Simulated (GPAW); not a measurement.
# GaN (F-43m) in GPAW: notebook

The runs below take GaN through equation of state, dielectric tensor, with r2SCAN, PBE.

Program: GPAW 26.7.0. These are calculated values, not measurements. Logs are shortened: lines on timing, memory, paths and dates and some standing lists are left out, and cuts for length are marked. The log counts tension as positive stress, the text compression.

**What was measured.**

From a printed reference work, textbook, for a bulk crystal of GaN at 0 K: band gap 3.299 eV (direct).

The results are compared with them further down.

## 1. Starting point

Symmetry: F-43m, No. 216, cubic system. Conventional cell: a = 4.507 Å, b = 4.507 Å, c = 4.507 Å, α = 90.00°, β = 90.00°, γ = 90.00°. Ga (site symmetry -43m) is surrounded by 4 N at 1.95 Å. Around N (site symmetry -43m) lie 4 Ga at 1.95 Å.

The cell is a database's computed one.

## 2. Equation of state, r2SCAN

File run.py:

```python
from ase import Atoms
from ase.eos import EquationOfState
from ase.io import Trajectory
from ase.units import GPa
from gpaw import GPAW, PW

atoms = Atoms(['Ga', 'N'],
              cell=[[0.0, 2.2535006075, 2.2535006075],
                    [2.2535006075, 0.0, 2.2535006075],
                    [2.2535006075, 2.2535006075, 0.0]],
              scaled_positions=[[0.0, 0.0, 0.0],
                                [0.25, 0.25, 0.25]],
              pbc=True)

traj = Trajectory('eos.traj', 'w')
volumes, energies = [], []
for x in [0.94, 0.96, 0.98, 1.0, 1.02, 1.04, 1.06]:
    a = atoms.copy()
    a.set_cell(atoms.cell * x**(1 / 3), scale_atoms=True)
    calc = GPAW(mode=PW(800),
                xc='MGGA_X_R2SCAN+MGGA_C_R2SCAN',
                kpts={'size': (10, 10, 10), 'gamma': True},
                occupations={'name': 'fermi-dirac', 'width': 0.05},
                nbands=11,
                convergence={'density': 1e-05, 'energy': 1e-05},
                maxiter=150,
                txt=f'eos-{x:.2f}.txt')
    a.calc = calc
    energies.append(a.get_potential_energy(force_consistent=True))
    volumes.append(a.get_volume())
    p = -a.get_stress()[:3].mean() / GPa
    calc.write(f'eos-{x:.2f}.gpw')
    traj.write(a)
    print(f'{x:.2f} {volumes[-1]:10.4f} A^3 {energies[-1]:14.6f} eV {p:9.3f} GPa', flush=True)

v0, e0, B = EquationOfState(volumes, energies, eos='birchmurnaghan').fit()
print(f'V0 = {v0:.4f} A^3, E0 = {e0:.6f} eV, B0 = {B / GPa:.2f} GPa')
```

Potentials or basis: GPAW PAW data sets (gpaw-data 1.2.1), pw.

Started as:

```sh
OMP_NUM_THREADS=1 python run.py
```

The program printed:

```text
__  _  _
 | _ |_)|_||  |
 |__||  | ||/\| - 26.7.0

Input parameters:
  mode=PW(ecut=800.0),
  convergence={'density': 1e-05, 'energy': 1e-05},
  kpts=MonkhorstPack(size=(10, 10, 10), gamma=True),
  maxiter=150,
  nbands=11,
  occupations=Occupations(name='fermi-dirac', width=0.05),
  xc=XC(name='MGGA_X_R2SCAN+MGGA_C_R2SCAN')

Diagonalizing LCAO Hamiltonian
Converting LCAO to pw mode

           N
       Ga

Atoms  # Å, Bohr magnetons
|   | symbol |        x |        y |        z |    initial magnetic moments |
|---|--------|----------|----------|----------|-----------------------------|
| 0 |     Ga | 0.000000 | 0.000000 | 0.000000 | ( 0.0000,  0.0000,  0.0000) |
| 1 |      N | 1.103749 | 1.103749 | 1.103749 | ( 0.0000,  0.0000,  0.0000) |

Unit cell  # Å
| periodic |        x |        y |        z |  lengths |    angles |
|----------|----------|----------|----------|----------|-----------|
|      yes | 0.000000 | 2.207498 | 2.207498 | 3.121873 | 60.000000 |
|      yes | 2.207498 | 0.000000 | 2.207498 | 3.121873 | 60.000000 |
|      yes | 2.207498 | 2.207498 | 0.000000 | 3.121873 | 60.000000 |

Number of symmetries: 24
Symmetry operations  # r_c * U_cc + t_c -> r_c
|    | kind |            matrix            |
|----|------|------------------------------|
|  0 |  E   |  1, 0, 0,  0, 1, 0,  0, 0, 1 |
|  1 |  σ   |  1, 0, 0,  0, 0, 1,  0, 1, 0 |
|  2 |  σ   |  1, 0,-1,  0, 1,-1,  0, 0,-1 |
|  3 |  C3  |  1, 0,-1,  0, 0,-1,  0, 1,-1 |
|  4 |  C3  |  1,-1, 0,  0,-1, 1,  0,-1, 0 |
|  5 |  σ   |  1,-1, 0,  0,-1, 0,  0,-1, 1 |
|  6 |  σ   |  0, 1, 0,  1, 0, 0,  0, 0, 1 |
|  7 |  C3  |  0, 1, 0,  0, 0, 1,  1, 0, 0 |
|  8 |  C2  |  0, 1,-1,  1, 0,-1,  0, 0,-1 |
|  9 |  S4  |  0, 1,-1,  0, 0,-1,  1, 0,-1 |
| 10 |  C3  |  0, 0, 1,  1, 0, 0,  0, 1, 0 |
| 11 |  σ   |  0, 0, 1,  0, 1, 0,  1, 0, 0 |
| 12 |  S4  |  0, 0,-1,  1, 0,-1,  0, 1,-1 |
| 13 |  C3  |  0, 0,-1,  0, 1,-1,  1, 0,-1 |
| 14 |  S4  |  0,-1, 1,  1,-1, 0,  0,-1, 0 |
| 15 |  C2  |  0,-1, 1,  0,-1, 0,  1,-1, 0 |
| 16 |  C3  |  0,-1, 0,  1,-1, 0,  0,-1, 1 |
| 17 |  S4  |  0,-1, 0,  0,-1, 1,  1,-1, 0 |
| 18 |  S4  | -1, 1, 0, -1, 0, 1, -1, 0, 0 |
| 19 |  C3  | -1, 1, 0, -1, 0, 0, -1, 0, 1 |
| 20 |  C3  | -1, 0, 1, -1, 1, 0, -1, 0, 0 |
| 21 |  S4  | -1, 0, 1, -1, 0, 0, -1, 1, 0 |
| 22 |  σ   | -1, 0, 0, -1, 1, 0, -1, 0, 1 |
| 23 |  C2  | -1, 0, 0, -1, 0, 1, -1, 1, 0 |

BZ-sampling:
  Number of BZ points: 1000
  Number of IBZ points: 47

  Monkhorst-Pack size: [10, 10, 10]
  Monkhorst-Pack shift: [0.05, 0.05, 0.05]

K-points  # in reciprocal-cell coordinates
|     |                                coordinates |     weight |
|-----|--------------------------------------------|------------|
|   0 | (  0.00000000,   0.00000000,   0.00000000) | 0.00100000 |
|   1 | (  0.10000000,   0.10000000,   0.00000000) | 0.00600000 |
|   2 | (  0.10000000,   0.10000000,   0.10000000) | 0.00800000 |
|   3 | (  0.20000000,   0.10000000,   0.10000000) | 0.01200000 |
|   4 | (  0.20000000,   0.20000000,   0.00000000) | 0.00600000 |
|   5 | (  0.20000000,   0.20000000,   0.10000000) | 0.02400000 |
|   6 | (  0.20000000,   0.20000000,   0.20000000) | 0.00800000 |
|   7 | (  0.30000000,   0.20000000,   0.10000000) | 0.02400000 |
|   8 | (  0.30000000,   0.20000000,   0.20000000) | 0.02400000 |
|   9 | (  0.30000000,   0.30000000,   0.00000000) | 0.00600000 |
| ... |                                            |            |
|  46 | (  0.50000000,   0.50000000,   0.50000000) | 0.00400000 |

Plane wave coefficients: 1117
Cutoff: 800.0 eV

Spin-components: 1 (collinear spins)
Bands:           11
Projectors:      10
Spin-degeneracy: 2
Datatype:        complex128

Parallelization:
  kpt:    1
  domain: 1
  band:   1

Density:
  Valence electrons: 8.0
  Components: 1
  Grid points: [21 21 21]
  Charge: 0.0  # |e|

Potential:
  Grid points: [21 21 21]

species:
  Ga:
    name:    Gallium
    Z:       31.0
    valence: 3
    core:    28
    charge:  0.0  # [|e|]
    compensation charges:
      type: gauss
      rc: 0.37  # [Å]
      lmax: 2
    cutoffs:
      filter: 2.06  # [Å]
      core: 4.17  # [Å]
    projectors
    | kind |    occ | energy [eV] | rcut [Å] |
    |------|--------|-------------|----------|
    |   4s |  2.000 |      -8.945 |    1.164 |
    |   4p |  1.000 |      -2.580 |    1.164 |
    |    s |        |      18.266 |    1.164 |
    |    p |        |      24.631 |    1.164 |
    |    d |        |       0.000 |    1.164 |

    Using partial waves for Ga as LCAO basis

  N:
    name:    Nitrogen
    Z:       7.0
    valence: 5
    core:    2
    charge:  0.0  # [|e|]
    compensation charges:
      type: gauss
      rc: 0.18  # [Å]
      lmax: 2
    cutoffs:
      filter: 1.11  # [Å]
      core: 0.96  # [Å]
    projectors
    | kind |    occ | energy [eV] | rcut [Å] |
    |------|--------|-------------|----------|
    |   2s |  2.000 |     -18.583 |    0.603 |
    |   2p |  3.000 |      -7.089 |    0.529 |
    |    s |        |       8.629 |    0.603 |
    |    p |        |      20.123 |    0.529 |
    |    d |        |       0.000 |    0.577 |

    Using partial waves for N as LCAO basis

Reference energy: -54366.393033  # eV

eigensolver:
  PPCG
  Converge bands: occupied
  niter=2

density mixing:
  MSR1-Mixer
  Pratt-step length: 0.05
  Maximum mixing coefficient: 0.75
  Old densities: 10
  SVD Regularization: 0.005
  Good broyden scale: 1.0
  Trust region scale: 1.0
  Backstep threshold: 4.0
  History deletion threshold: 6.0
  Fourier metric: weight=20.0, sigma=0.015

occupation numbers:
  Fermi-Dirac:
    width: 0.0500  # eV

poisson solver:
  ecut: 6400.0  # eV

xc functional:
  name: MGGA_X_R2SCAN+MGGA_C_R2SCAN with 2 nearest neighbor stencil

convergence criteria:
- Maximum integral of absolute [dens]ity change: 1e-05 electrons / valence electron
- Maximum [total energy] change in last 3 cyles: 1e-05 eV / valence electron
- Maximum integral of absolute [eigenst]ate change: 4e-08 eV^2 / valence electron
maximum number of iterations: 150

SCF iterations
|iter     | |      energy | eigst |  dens |
|---------|-|-------------|-------|-------|
|iter:   1| |  -23.886779 | -0.14 |       |
|iter:   2| |  -21.452422 | -1.42 | -0.58 |
|iter:   3| |  -20.493678 | -0.48 | -0.62 |
|iter:   4| |  -20.508506 | -2.01 | -1.31 |
|iter:   5| |  -20.512080 | -3.04 | -1.56 |
|iter:   6| |  -20.511945 | -5.07 | -2.59 |
|iter:   7| |  -20.511957 | -5.89 | -3.15 |
|iter:   8| |  -20.511957c| -7.86c| -4.18 |
|iter:   9| |  -20.511957c| -7.61c| -4.64 |
|iter:  10| |  -20.511957c| -8.86c| -5.94c|

Converged in 10 steps
Energy contributions relative to reference atoms: (reference = -54366.393033)

Energy contributions:
  Kinetic:          42.671095
  Coulomb:         -36.611104
  Zero:              0.116620
  External:          0.000000
  Xc:              -26.688567
  Entropy:          -0.000000
  Spinorbit:         0.000000
  ----------------------------
  Free energy:     -20.511957
  Extrapolated:    -20.511957

dipole moment: (-12.298753, -12.298753, -12.298753)  # |e|*Ang

Fermi level: 7.945
Eigenvalues  # (at kpt = [0.000, 0.000, 0.000])
| band index |      eig [eV] | occ [0-2] |
|------------|---------------|-----------|
|          0 |       -10.342 |     2.000 |
|          1 |         6.850 |     2.000 |
|          2 |         6.850 |     2.000 |
|          3 |         6.850 |     2.000 |
|          4 |         9.592 |     0.000 |
|          5 |        18.387 |     0.000 |
|          6 |        18.387 |     0.000 |
|          7 |        18.387 |     0.000 |
|          8 |        26.239 |     0.000 |
|          9 |        26.291 |     0.000 |
|         10 |        26.396 |     0.000 |

Gap: 2.742 eV
Transition (v -> c):
  (s=0, k=0, n=3, [0.00, 0.00, 0.00]) -> (s=0, k=0, n=4, [0.00, 0.00, 0.00])
No difference between direct/indirect transitions

Stress tensor  # eV/Ang^3
|         x |         y |         z |
|-----------|-----------|-----------|
| -0.132660 |  0.000000 | -0.000000 |
|  0.000000 | -0.132660 |  0.000000 |
| -0.000000 |  0.000000 | -0.132660 |

# Writing to eos-0.94.gpw (mode='')
```

Wall time 5.5 min (1 thread of Arm Neoverse V1, shared host); peak memory 0.58 GiB.

Results:

```
Equilibrium volume : 11.70 Å³/atom (rough: see the caveat)
Bulk modulus       : 213 GPa (rough)
```

Energy against volume, from the lowest point:
```tsv
volume (Å³/atom)	energy (meV/atom)
10.757	59.75
10.986	32.96
11.215	14.74
11.444	4.03
11.673	0.00
11.902	2.13
12.131	9.60
```

Caveat: the data sets keep Ga 3d, Li 1s and Be 1s frozen, and some such compounds lay over 1.5 % in volume off other programs; the points scatter about the fit; the PAW data sets were made with another functional, which shifts forces and pressure a little.

## 3. Dielectric tensor, PBE

File run.py:

```python
import numpy as np
from ase import Atoms
from ase.dft.bandgap import bandgap
from ase.io import write
from gpaw import GPAW, PW
from gpaw.response.df import DielectricFunction

atoms = Atoms(['Ga', 'N'],
              cell=[[0.0, 2.2535006075, 2.2535006075],
                    [2.2535006075, 0.0, 2.2535006075],
                    [2.2535006075, 2.2535006075, 0.0]],
              scaled_positions=[[0.0, 0.0, 0.0],
                                [0.25, 0.25, 0.25]],
              pbc=True)

calc = GPAW(mode=PW(600),
            xc='PBE',
            kpts={'size': (8, 8, 8), 'gamma': True},
            occupations={'name': 'fermi-dirac', 'width': 0.001},
            nbands=11,
            convergence={'density': 1e-06},
            maxiter=150,
            txt='gpaw.txt')
atoms.calc = calc
energy = atoms.get_potential_energy()
calc.write('gs.gpw')
write('result.traj', atoms)
print(f'Energy: {energy:.6f} eV')
print('Fermi level:', round(calc.get_fermi_level(), 4), 'eV')
print(f'Gap: {bandgap(calc)[0]:.4f} eV, direct: {bandgap(calc, direct=True)[0]:.4f} eV')

for size in [(18, 18, 18), (26, 26, 26)]:
    name = 'x'.join(str(n) for n in size)
    dense = calc.fixed_density(kpts={'size': size, 'gamma': True},
                               nbands=30, convergence={'bands': 24, 'eigenstates': 1e-7},
                               update_fermi_level=True, txt=f'dense-{name}.txt')
    dense.write(f'{name}.gpw', mode='all')
    df = DielectricFunction(f'{name}.gpw', frequencies=np.array([0.0]), hilbert=False, eta=0.001,
                            ecut=80, nbands=24, intraband=False, txt=f'df-{name}.txt')
    for xc in ['RPA', 'LR0.1', 'Bootstrap']:
        for direction in ['x', 'y', 'z', [0, 1, 1], [1, 0, 1], [1, 1, 0]]:
            e0, e = df.get_macroscopic_dielectric_constant(xc=xc, direction=direction)
            print(f'{name} {xc} {direction}: {e0:.4f} without, {e:.4f} with local fields')
```

Potentials or basis: GPAW PAW data sets (gpaw-data 1.2.1), pw.

Started as:

```sh
OMP_NUM_THREADS=1 python run.py
```

gpaw.txt:

```text
__  _  _
 | _ |_)|_||  |
 |__||  | ||/\| - 26.7.0

Input parameters:
  mode=PW(ecut=600.0),
  convergence={'density': 1e-06},
  kpts=MonkhorstPack(size=(8, 8, 8), gamma=True),
  maxiter=150,
  nbands=11,
  occupations=Occupations(name='fermi-dirac', width=0.001),
  xc=XC(name='PBE')

Diagonalizing LCAO Hamiltonian
Converting LCAO to pw mode

           N
       Ga

Atoms  # Å, Bohr magnetons
|   | symbol |        x |        y |        z |    initial magnetic moments |
|---|--------|----------|----------|----------|-----------------------------|
| 0 |     Ga | 0.000000 | 0.000000 | 0.000000 | ( 0.0000,  0.0000,  0.0000) |
| 1 |      N | 1.126750 | 1.126750 | 1.126750 | ( 0.0000,  0.0000,  0.0000) |

Unit cell  # Å
| periodic |        x |        y |        z |  lengths |    angles |
|----------|----------|----------|----------|----------|-----------|
|      yes | 0.000000 | 2.253501 | 2.253501 | 3.186931 | 60.000000 |
|      yes | 2.253501 | 0.000000 | 2.253501 | 3.186931 | 60.000000 |
|      yes | 2.253501 | 2.253501 | 0.000000 | 3.186931 | 60.000000 |

Number of symmetries: 24
Symmetry operations  # r_c * U_cc + t_c -> r_c
|    | kind |            matrix            |
|----|------|------------------------------|
|  0 |  E   |  1, 0, 0,  0, 1, 0,  0, 0, 1 |
|  1 |  σ   |  1, 0, 0,  0, 0, 1,  0, 1, 0 |
|  2 |  σ   |  1, 0,-1,  0, 1,-1,  0, 0,-1 |
|  3 |  C3  |  1, 0,-1,  0, 0,-1,  0, 1,-1 |
|  4 |  C3  |  1,-1, 0,  0,-1, 1,  0,-1, 0 |
|  5 |  σ   |  1,-1, 0,  0,-1, 0,  0,-1, 1 |
|  6 |  σ   |  0, 1, 0,  1, 0, 0,  0, 0, 1 |
|  7 |  C3  |  0, 1, 0,  0, 0, 1,  1, 0, 0 |
|  8 |  C2  |  0, 1,-1,  1, 0,-1,  0, 0,-1 |
|  9 |  S4  |  0, 1,-1,  0, 0,-1,  1, 0,-1 |
| 10 |  C3  |  0, 0, 1,  1, 0, 0,  0, 1, 0 |
| 11 |  σ   |  0, 0, 1,  0, 1, 0,  1, 0, 0 |
| 12 |  S4  |  0, 0,-1,  1, 0,-1,  0, 1,-1 |
| 13 |  C3  |  0, 0,-1,  0, 1,-1,  1, 0,-1 |
| 14 |  S4  |  0,-1, 1,  1,-1, 0,  0,-1, 0 |
| 15 |  C2  |  0,-1, 1,  0,-1, 0,  1,-1, 0 |
| 16 |  C3  |  0,-1, 0,  1,-1, 0,  0,-1, 1 |
| 17 |  S4  |  0,-1, 0,  0,-1, 1,  1,-1, 0 |
| 18 |  S4  | -1, 1, 0, -1, 0, 1, -1, 0, 0 |
| 19 |  C3  | -1, 1, 0, -1, 0, 0, -1, 0, 1 |
| 20 |  C3  | -1, 0, 1, -1, 1, 0, -1, 0, 0 |
| 21 |  S4  | -1, 0, 1, -1, 0, 0, -1, 1, 0 |
| 22 |  σ   | -1, 0, 0, -1, 1, 0, -1, 0, 1 |
| 23 |  C2  | -1, 0, 0, -1, 0, 1, -1, 1, 0 |

BZ-sampling:
  Number of BZ points: 512
  Number of IBZ points: 29

  Monkhorst-Pack size: [8, 8, 8]
  Monkhorst-Pack shift: [0.0625, 0.0625, 0.0625]

K-points  # in reciprocal-cell coordinates
|     |                                coordinates |     weight |
|-----|--------------------------------------------|------------|
|   0 | (  0.00000000,   0.00000000,   0.00000000) | 0.00195312 |
|   1 | (  0.12500000,   0.12500000,   0.00000000) | 0.01171875 |
|   2 | (  0.12500000,   0.12500000,   0.12500000) | 0.01562500 |
|   3 | (  0.25000000,   0.12500000,   0.12500000) | 0.02343750 |
|   4 | (  0.25000000,   0.25000000,   0.00000000) | 0.01171875 |
|   5 | (  0.25000000,   0.25000000,   0.12500000) | 0.04687500 |
|   6 | (  0.25000000,   0.25000000,   0.25000000) | 0.01562500 |
|   7 | (  0.37500000,   0.25000000,  -0.37500000) | 0.04687500 |
|   8 | (  0.37500000,   0.25000000,   0.12500000) | 0.04687500 |
|   9 | (  0.37500000,   0.25000000,   0.25000000) | 0.04687500 |
| ... |                                            |            |
|  28 | (  0.50000000,   0.50000000,   0.50000000) | 0.00781250 |

Plane wave coefficients: 778
Cutoff: 600.0 eV

Spin-components: 1 (collinear spins)
Bands:           11
Projectors:      10
Spin-degeneracy: 2
Datatype:        complex128

Parallelization:
  kpt:    1
  domain: 1
  band:   1

Density:
  Valence electrons: 8.0
  Components: 1
  Grid points: [20 20 20]
  Charge: 0.0  # |e|

Potential:
  Grid points: [20 20 20]

species:
  Ga:
    name:    Gallium
    Z:       31.0
    valence: 3
    core:    28
    charge:  0.0  # [|e|]
    compensation charges:
      type: gauss
      rc: 0.37  # [Å]
      lmax: 2
    cutoffs:
      filter: 2.06  # [Å]
      core: 4.17  # [Å]
    projectors
    | kind |    occ | energy [eV] | rcut [Å] |
    |------|--------|-------------|----------|
    |   4s |  2.000 |      -8.945 |    1.164 |
    |   4p |  1.000 |      -2.580 |    1.164 |
    |    s |        |      18.266 |    1.164 |
    |    p |        |      24.631 |    1.164 |
    |    d |        |       0.000 |    1.164 |

    Using partial waves for Ga as LCAO basis

  N:
    name:    Nitrogen
    Z:       7.0
    valence: 5
    core:    2
    charge:  0.0  # [|e|]
    compensation charges:
      type: gauss
      rc: 0.18  # [Å]
      lmax: 2
    cutoffs:
      filter: 1.11  # [Å]
      core: 0.96  # [Å]
    projectors
    | kind |    occ | energy [eV] | rcut [Å] |
    |------|--------|-------------|----------|
    |   2s |  2.000 |     -18.583 |    0.603 |
    |   2p |  3.000 |      -7.089 |    0.529 |
    |    s |        |       8.629 |    0.603 |
    |    p |        |      20.123 |    0.529 |
    |    d |        |       0.000 |    0.577 |

    Using partial waves for N as LCAO basis

Reference energy: -54366.393033  # eV

eigensolver:
  PPCG
  Converge bands: occupied
  niter=2

density mixing:
  MSR1-Mixer
  Pratt-step length: 0.05
  Maximum mixing coefficient: 0.75
  Old densities: 10
  SVD Regularization: 0.005
  Good broyden scale: 1.0
  Trust region scale: 1.0
  Backstep threshold: 4.0
  History deletion threshold: 6.0
  Fourier metric: weight=20.0, sigma=0.015

occupation numbers:
  Fermi-Dirac:
    width: 0.0010  # eV

poisson solver:
  ecut: 4800.0  # eV

xc functional:
  name: PBE with 2 nearest neighbor stencil

convergence criteria:
- Maximum integral of absolute [dens]ity change: 1e-06 electrons / valence electron
- Maximum [total energy] change in last 3 cyles: 0.0005 eV / valence electron
- Maximum integral of absolute [eigenst]ate change: 4e-08 eV^2 / valence electron
maximum number of iterations: 150

SCF iterations
|iter     | |      energy | eigst |  dens |
|---------|-|-------------|-------|-------|
|iter:   1| |  -13.683373 | -0.32 |       |
|iter:   2| |  -13.206661 | -2.06 | -0.57 |
|iter:   3| |  -11.920659 | -0.70 | -0.62 |
|iter:   4| |  -11.919030 | -3.24 | -1.30 |
|iter:   5| |  -11.919787c| -3.52 | -1.57 |
|iter:   6| |  -11.919814c| -5.55 | -2.84 |
|iter:   7| |  -11.919827c| -6.23 | -3.17 |
|iter:   8| |  -11.919827c| -8.37c| -4.37 |
|iter:   9| |  -11.919827c| -8.04c| -4.86 |
|iter:  10| |  -11.919827c| -9.44c| -5.93 |
|iter:  11| |  -11.919827c|-10.31c| -6.62c|

Converged in 11 steps
Energy contributions relative to reference atoms: (reference = -54366.393033)

Energy contributions:
  Kinetic:          32.995382
  Coulomb:         -28.725280
  Zero:              0.056271
  External:          0.000000
  Xc:              -16.246200
  Entropy:          -0.000000
  Spinorbit:         0.000000
  ----------------------------
  Free energy:     -11.919827
  Extrapolated:    -11.919827

dipole moment: (-12.570949, -12.570949, -12.570949)  # |e|*Ang

Fermi level: 6.608
Eigenvalues  # (at kpt = [0.000, 0.000, 0.000])
| band index |      eig [eV] | occ [0-2] |
|------------|---------------|-----------|
|          0 |        -9.481 |     2.000 |
|          1 |         6.408 |     2.000 |
|          2 |         6.408 |     2.000 |
|          3 |         6.408 |     2.000 |
|          4 |         8.212 |     0.000 |
|          5 |        16.801 |     0.000 |
|          6 |        16.801 |     0.000 |
|          7 |        16.801 |     0.000 |
|          8 |        24.093 |     0.000 |
|          9 |        24.823 |     0.000 |
|         10 |        24.826 |     0.000 |

Gap: 1.804 eV
Transition (v -> c):
  (s=0, k=0, n=3, [0.00, 0.00, 0.00]) -> (s=0, k=0, n=4, [0.00, 0.00, 0.00])
No difference between direct/indirect transitions
# Writing to gs.gpw (mode='')
```

Run time: 4.2 min. Hardware: 1 thread of Arm Neoverse V1, shared host; peak memory 0.64 GiB.

What came out:

```yaml
Free_energy: -11.9198 eV
Band_gap_on_the_k_mesh: 1.80 eV, direct
Electronic_dielectric_tensor_diagonal: 5.60
```

Electronic dielectric tensor:
```
5.60 0.00 0.00
0.00 5.60 0.00
0.00 0.00 5.60
```

Caveat: the long-wavelength limit can be off by a per cent or two.

## 4. Against experiment

Step 3. Against the measured gap of GaN, 3.299 eV (direct; 0 K; a printed reference work, textbook), the calculated 1.80 eV is off by -1.50 eV. Spin-orbit coupling on Ga is left out. The value is that of PBE on a finite k mesh, which can miss the band edges, without temperature or zero-point motion. Semilocal functionals fall short of measured gaps as a rule. The cell is a database's relaxed one, not the measured one, which moves gaps too.
